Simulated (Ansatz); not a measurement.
GeTe with two functionals, biaxial strain −2.84 %, plane normal [001], relaxed out of plane

Base system: GeTe (space group R3m, No. 160).

```
GeTe
1.0
    2.11331     1.22012     3.63992
   -2.11331     1.22012     3.63992
    0.00000    -2.44024     3.63992
Ge Te
1 1
Direct
  0.23423   0.23423   0.23423
  0.76577   0.76577   0.76577
```

Cartesian axes are those of the cell as printed.

(Cell as relaxed with PBE.)

Levels (all Ansatz, a first-principles code, PAW): PBE (420 eV, scalar-relativistic without spin-orbit coupling); r2SCAN (500 eV, without spin-orbit coupling).

Each level relaxes its own structure.

```csv
base,PBE,r2SCAN
volume per atom,28.16 Å³,27.99 Å³
lattice parameter a,4.227 Å,4.187 Å
```

It is then changed as follows: compressive biaxial strain of 2.84 % in the plane normal to [001], as in epitaxy on a mismatched substrate; the out-of-plane cell vector and the atoms relax.

```tsv
quantity	PBE	r2SCAN
out-of-plane strain	+3.31 %	[?]
shortest interatomic distance	2.811 Å	[?]
mean in-plane stress (compression positive)	+2.6 GPa	[?]
energy relative to the base (free energy F)	+13 meV/atom	[?]
```

Question: Predict the r2SCAN column.

Answer: 
- out-of-plane strain, r2SCAN: +4.15 %
- shortest interatomic distance, r2SCAN: 2.774 Å
- mean in-plane stress (compression positive), r2SCAN: +2.6 GPa
- energy relative to the base (free energy F), r2SCAN: +13 meV/atom

PBE's out-of-plane strain lies 0.847 % below r2SCAN's; PBE's shortest interatomic distance lies 0.037 Å above r2SCAN's (1.3 %); the two agree on the in-plane stress and energy relative to the base. Neither level is exact; r2SCAN is the comparison here, not a measurement.

Whether these cells are dynamically stable was not tested. No dispersion term is included, though the crystal is made of layers, chains or molecules, so its spacings can come out too wide.
